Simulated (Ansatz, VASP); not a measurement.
## Zn in VASP and in Ansatz

INCAR

```
SYSTEM = Zn
PREC = Accurate
ENCUT = 600
EDIFF = 1E-7
ISMEAR = -1
SIGMA = 0.05
LREAL = .False.
LASPH = .True.
NELM = 80
ALGO = Normal
ISIF = 3
LWAVE = .False.
LCHARG = .False.
GGA = PS
IVDW = 12
IBRION = 2
NSW = 60
EDIFFG = -0.01
```

File KPOINTS:

```
Automatic mesh
0
Gamma
  12 12 12
  0 0 0
```

File POSCAR:

```
Zn
1.0
    0.0000000000      1.9647760000      1.9647760000
    1.9647760000      0.0000000000      1.9647760000
    1.9647760000      1.9647760000      0.0000000000
Zn
1
Direct
    0.0000000000      0.0000000000      0.0000000000
```

File input.yaml:

```yaml
crystal:
  lattice:
    - [0.0, 1.964776, 1.964776]
    - [1.964776, 0.0, 1.964776]
    - [1.964776, 1.964776, 0.0]
  atoms:
    - { symbol: Zn, position: [0.0, 0.0, 0.0] }
hamiltonian:
  xc: pbesol
  pseudopotentials: { kind: paw }
  dispersion: d3bj
kpoints:
  mp_grid: { grid: [12, 12, 12] }
scf:
  occupations: { method: fermi_dirac, width: 0.05 }
output:
  forces: true
  stress: true
  eigenvalues: true
relax:
  f_tol: 0.01
  max_steps: 40
  cell: { stress_tol: 0.05 }
```

This isn't the form of Zn at room conditions, which is hcp.

Alike in both runs: task relaxation of cell and atoms; functional PBEsol; dispersion D3(BJ); k mesh 12 × 12 × 12; occupations fermi-dirac, width 0.05 eV; no spin polarisation.

|  | VASP | Ansatz |
| --- | --- | --- |
| version | VASP 6.6.1 | Ansatz 0.2.0 |
| potentials or method | VASP PAW PBE potentials, release 64 (Zn) | Ansatz PAW |
| plane-wave cutoff (eV) | 600 | 420 |
| valence electrons in the cell | 12 | 12 |

```csv
,VASP,Ansatz,Ansatz less VASP
"gap on the k mesh at the Fermi level, each at its own relaxed structure (eV)",none,none,-
relaxed volume (Å³/atom),13.48,13.41,-0.073
relaxed cell length with the largest relative difference (Å),2.672,2.667,-0.0048
energy change over the relaxation (meV/atom),-53,-57,-4.1
```

A gap of «none» marks a metal or a gap that the smearing closes.

Caveats: pairwise dispersion overbinds metals, which lowers pressure and volume; the PAW data sets were made with another functional, which shifts forces and pressure a little (VASP); the plane-wave basis is chosen anew once the cell has moved, so the energies of steps on either side of that aren't comparable (Ansatz); the PAW data sets come from PBE, with cores solved anew for the run's functional, which leaves a small shift of forces and pressure (Ansatz).
